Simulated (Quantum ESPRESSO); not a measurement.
# MgSi (P4/mmm) in Quantum ESPRESSO: reference runs, part 2 of 2

Quantum ESPRESSO 7.5. Earlier steps stand in the parts before.

**3. Single point, PBEsol, 16.31 Å³/atom**

Input file pw.in:

```
&CONTROL
  calculation = 'scf'
  prefix = 'pwscf'
  outdir = './tmp'
  pseudo_dir = './pseudo'
  tprnfor = .true.
  tstress = .true.
  disk_io = 'nowf'
/
&SYSTEM
  ibrav = 0
  nat = 2
  ntyp = 2
  ecutwfc = 45
  ecutrho = 360
  nbnd = 13
  occupations = 'smearing'
  smearing = 'fd'
  degauss = 0.00367493
/
&ELECTRONS
  conv_thr = 4d-10
  electron_maxstep = 120
  mixing_beta = 0.5
/
ATOMIC_SPECIES
Si    28.0850 si_pbesol_v1.uspp.F.UPF
Mg    24.3050 mg_pbesol_v1.4.uspp.F.UPF
CELL_PARAMETERS angstrom
   2.8490223611    0.0000000000    0.0000000000
   0.0000000000    2.8490223611    0.0000000000
   0.0000000000    0.0000000000    4.0196600873
ATOMIC_POSITIONS crystal
Si     0.5000000000    0.5000000000    0.5000000000
Mg     0.0000000000    0.0000000000    0.0000000000
K_POINTS automatic
9 9 7 0 0 0
```

Potentials or basis: GBRV 1.5 PBEsol.

Started as:

```bash
$ OMP_NUM_THREADS=1 mpirun -n 2 pw.x -nk 2 -in pw.in > pw.out
```

Wall time 7.6 s (2 MPI ranks of Arm Neoverse V2, shared host); peak memory 0.2 GiB.

It converged, with:

- Free energy: -1832.2259 eV
- Pressure: 2.6 GPa
- Band gap on the k mesh: none (metal or under the smearing width)

**4. Single point, PBEsol, 16.66 Å³/atom**

Changes to pw.in since step 3:

```diff
@@ -29,5 +29,5 @@
 CELL_PARAMETERS angstrom
-   2.8490223611    0.0000000000    0.0000000000
-   0.0000000000    2.8490223611    0.0000000000
-   0.0000000000    0.0000000000    4.0196600873
+   2.8690865599    0.0000000000    0.0000000000
+   0.0000000000    2.8690865599    0.0000000000
+   0.0000000000    0.0000000000    4.0479684854
 ATOMIC_POSITIONS crystal
```

Started as:

```bash
$ OMP_NUM_THREADS=1 mpirun -n 2 pw.x -nk 2 -in pw.in > pw.out
```

It took 7.5 s on 2 MPI ranks of Arm Neoverse V2, shared host; peak memory 0.2 GiB.

It converged, with:

```yaml
Free_energy: -1832.2340 eV
Pressure: 1.1 GPa
Band_gap_on_the_k_mesh: none (metal or under the smearing width)
```

**5. Single point, PBEsol, 17.01 Å³/atom**

Changes to pw.in since step 4:

```diff
@@ -29,5 +29,5 @@
 CELL_PARAMETERS angstrom
-   2.8690865599    0.0000000000    0.0000000000
-   0.0000000000    2.8690865599    0.0000000000
-   0.0000000000    0.0000000000    4.0479684854
+   2.8888739890    0.0000000000    0.0000000000
+   0.0000000000    2.8888739890    0.0000000000
+   0.0000000000    0.0000000000    4.0758863917
 ATOMIC_POSITIONS crystal
```

Started as:

```bash
$ OMP_NUM_THREADS=1 mpirun -n 2 pw.x -nk 2 -in pw.in > pw.out
```

Wall time 7.8 s (2 MPI ranks of Arm Neoverse V2, shared host); peak memory 0.2 GiB.

Results (log left out):

* Free energy: -1832.2358 eV
* Pressure: -0.3 GPa
* Band gap on the k mesh: none (metal or under the smearing width)

**6. Single point, PBEsol, 17.35 Å³/atom**

Changes to pw.in since step 5:

```diff
@@ -29,5 +29,5 @@
 CELL_PARAMETERS angstrom
-   2.8888739890    0.0000000000    0.0000000000
-   0.0000000000    2.8888739890    0.0000000000
-   0.0000000000    0.0000000000    4.0758863917
+   2.9083940000    0.0000000000    0.0000000000
+   0.0000000000    2.9083940000    0.0000000000
+   0.0000000000    0.0000000000    4.1034270000
 ATOMIC_POSITIONS crystal
```

Potentials or basis: GBRV 1.5 PBEsol.

Started as:

```bash
$ OMP_NUM_THREADS=1 mpirun -n 2 pw.x -nk 2 -in pw.in > pw.out
```

Wall time 7.8 s (2 MPI ranks of Arm Neoverse V2, shared host); peak memory 0.2 GiB.

It converged, with:

* Free energy: -1832.2318 eV
* Pressure: -1.6 GPa
* Band gap on the k mesh: none (metal or under the smearing width)

**7. Single point, PBEsol, 17.70 Å³/atom**

Changes to pw.in since step 6:

```diff
@@ -29,5 +29,5 @@
 CELL_PARAMETERS angstrom
-   2.9083940000    0.0000000000    0.0000000000
-   0.0000000000    2.9083940000    0.0000000000
-   0.0000000000    0.0000000000    4.1034270000
+   2.9276554487    0.0000000000    0.0000000000
+   0.0000000000    2.9276554487    0.0000000000
+   0.0000000000    0.0000000000    4.1306028052
 ATOMIC_POSITIONS crystal
```

Started as:

```bash
$ OMP_NUM_THREADS=1 mpirun -n 2 pw.x -nk 2 -in pw.in > pw.out
```

Run time: 7.8 s. Hardware: 2 MPI ranks of Arm Neoverse V2, shared host; peak memory 0.22 GiB.

The run converged. Its results:

```yaml
Free_energy: -1832.2227 eV
Pressure: -2.7 GPa
Band_gap_on_the_k_mesh: none (metal or under the smearing width)
```

**8. Single point, PBEsol, 18.05 Å³/atom**

Changes to pw.in since step 7:

```diff
@@ -29,5 +29,5 @@
 CELL_PARAMETERS angstrom
-   2.9276554487    0.0000000000    0.0000000000
-   0.0000000000    2.9276554487    0.0000000000
-   0.0000000000    0.0000000000    4.1306028052
+   2.9466667311    0.0000000000    0.0000000000
+   0.0000000000    2.9466667311    0.0000000000
+   0.0000000000    0.0000000000    4.1574256529
 ATOMIC_POSITIONS crystal
```

Started as:

```bash
$ OMP_NUM_THREADS=1 mpirun -n 2 pw.x -nk 2 -in pw.in > pw.out
```

It took 7.9 s on 2 MPI ranks of Arm Neoverse V2, shared host; peak memory 0.22 GiB.

The run converged. Its results:

* Free energy: -1832.2088 eV
* Pressure: -3.8 GPa
* Band gap on the k mesh: none (metal or under the smearing width)

**9. Single point, PBEsol, 18.40 Å³/atom**

Changes to pw.in since step 8:

```diff
@@ -29,5 +29,5 @@
 CELL_PARAMETERS angstrom
-   2.9466667311    0.0000000000    0.0000000000
-   0.0000000000    2.9466667311    0.0000000000
-   0.0000000000    0.0000000000    4.1574256529
+   2.9654358151    0.0000000000    0.0000000000
+   0.0000000000    2.9654358151    0.0000000000
+   0.0000000000    0.0000000000    4.1839067851
 ATOMIC_POSITIONS crystal
```

Potentials or basis: GBRV 1.5 PBEsol.

Started as:

```bash
$ OMP_NUM_THREADS=1 mpirun -n 2 pw.x -nk 2 -in pw.in > pw.out
```

Wall time 8 s (2 MPI ranks of Arm Neoverse V2, shared host); peak memory 0.22 GiB.

It converged, with:

| Quantity | Value |
| --- | --- |
| Free energy | -1832.1908 eV |
| Pressure | -4.7 GPa |
| Band gap on the k mesh | none (metal or under the smearing width) |

**10. Equation of state, PBEsol**

Potentials or basis: GBRV 1.5 PBEsol.

This step only gathers the single runs of the series.

What came out:

```
Equilibrium volume                        : 16.94 Å³/atom
Bulk modulus at fixed shape and positions : 66 GPa
Pressure derivative of the bulk modulus   : 4.1
```

Energy against volume, from the lowest point:
```
volume (Å³/atom)  energy (meV/atom)
          16.314               4.97
          16.661               0.89
          17.008               0.00
          17.355               1.99
          17.702               6.57
          18.049              13.49
          18.396              22.51
```

Caveat: the cell was scaled at fixed shape and fractional positions, which overstates the stiffness of a crystal with free parameters, most of all of layers and chains.

**11. Single point, PBEsol (atoms moved at random, drawn with an rms of 0.05 Å)**

Changes to pw.in since step 9:

```diff
@@ -29,8 +29,8 @@
 CELL_PARAMETERS angstrom
-   2.9654358151    0.0000000000    0.0000000000
-   0.0000000000    2.9654358151    0.0000000000
-   0.0000000000    0.0000000000    4.1839067851
+   2.9083940000    0.0000000000    0.0000000000
+   0.0000000000    2.9083940000    0.0000000000
+   0.0000000000    0.0000000000    4.1034270000
 ATOMIC_POSITIONS crystal
-Si     0.5000000000    0.5000000000    0.5000000000
-Mg     0.0000000000    0.0000000000    0.0000000000
+Si     0.5064680000    0.4804430000    0.4881030000
+Mg    -0.0043900000    0.0080500000    0.0030820000
 K_POINTS automatic
```

Potentials or basis: GBRV 1.5 PBEsol.

Started as:

```bash
$ OMP_NUM_THREADS=1 mpirun -n 2 pw.x -nk 2 -in pw.in > pw.out
```

pw.out:

```text
This program is part of the open-source Quantum ESPRESSO suite
     for quantum simulation of materials; please cite
[... 10 lines left out ...]
     --------------------
     sticks:   dense  smooth     PW     G-vecs:    dense   smooth      PW
     Sum         869     437    137                27107     9573    1715

     Using Slab Decomposition

     bravais-lattice index     =            0
     lattice parameter (alat)  =       5.4961  a.u.
     unit-cell volume          =     234.2339 (a.u.)^3
     number of atoms/cell      =            2
     number of atomic types    =            2
     number of electrons       =        14.00
     number of Kohn-Sham states=           13
     kinetic-energy cutoff     =      45.0000  Ry
     charge density cutoff     =     360.0000  Ry
     scf convergence threshold =      4.0E-10
     mixing beta               =       0.5000
     number of iterations used =            8  plain     mixing
[... 73 lines left out ...]
     Davidson diagonalization with overlap
     ethr =  1.00E-02,  avg # of iterations =  6.2

     total energy              =    -134.64141674 Ry
     estimated scf accuracy    <       0.14673845 Ry
[... 43 lines left out ...]
     iteration #  8     ecut=    45.00 Ry     beta= 0.50
     Davidson diagonalization with overlap
     ethr =  5.56E-12,  avg # of iterations =  2.4

     End of self-consistent calculation

     Number of k-points >= 100: set verbosity='high' to print the bands.

     the Fermi energy is     8.0114 ev

!    total energy              =    -134.66558099 Ry
     estimated scf accuracy    <          4.1E-11 Ry
     smearing contrib. (-TS)   =      -0.00053375 Ry
     internal energy E=F+TS    =    -134.66504724 Ry

     The total energy is F=E-TS. E is the sum of the following terms:
     one-electron contribution =    -102.83556222 Ry
     hartree contribution      =      52.12662425 Ry
     xc contribution           =     -20.89600844 Ry
     ewald contribution        =     -63.06010083 Ry

     convergence has been achieved in   8 iterations

     Forces acting on atoms (cartesian axes, Ry/au):

     atom    1 type  1   force =    -0.00214514    0.00536973    0.00885588
     atom    2 type  2   force =     0.00214514   -0.00536973   -0.00885588

     Total force =     0.014957     Total SCF correction =     0.000010

     Computing stress (Cartesian axis) and pressure

          total   stress  (Ry/bohr**3)                   (kbar)     P=      -13.76
   0.00004465  -0.00000487  -0.00000732            6.57       -0.72       -1.08
  -0.00000487   0.00004215   0.00001834           -0.72        6.20        2.70
  -0.00000732   0.00001834  -0.00036747           -1.08        2.70      -54.06

=------------------------------------------------------------------------------=
   JOB DONE.
=------------------------------------------------------------------------------=
```

Run time: 24 s. Hardware: 2 MPI ranks of Arm Neoverse V2, shared host; peak memory 0.26 GiB.

What came out:

```
Free energy            : -1832.2186 eV
Pressure               : -1.4 GPa
Largest force          : 0.272 eV/Å
Band gap on the k mesh : none (metal or under the smearing width)
```

Forces in eV/Å, atoms in the order of the input:
```
Si  -0.055  0.138  0.228
Mg   0.055 -0.138 -0.228
```

**12. The runs side by side**

| task | cell | gap on the mesh (eV) | pressure (GPa) |
| --- | --- | --- | --- |
| single point | as given | none | -1.6 |
| equation of state | as given | - | - |
| single point | atoms moved at random, drawn with an rms of 0.05 Å | none | -1.4 |

Alike in all rows: level PBEsol; potentials or basis GBRV 1.5 PBEsol; no spin polarisation; k mesh 9 × 9 × 7; cutoff (eV) 612; smearing fermi-dirac 0.05 eV.

Caveats: the cell was scaled at fixed shape and fractional positions, which overstates the stiffness of a crystal with free parameters, most of all of layers and chains (some runs).

Absolute energies hang on the potentials; compare differences alone.
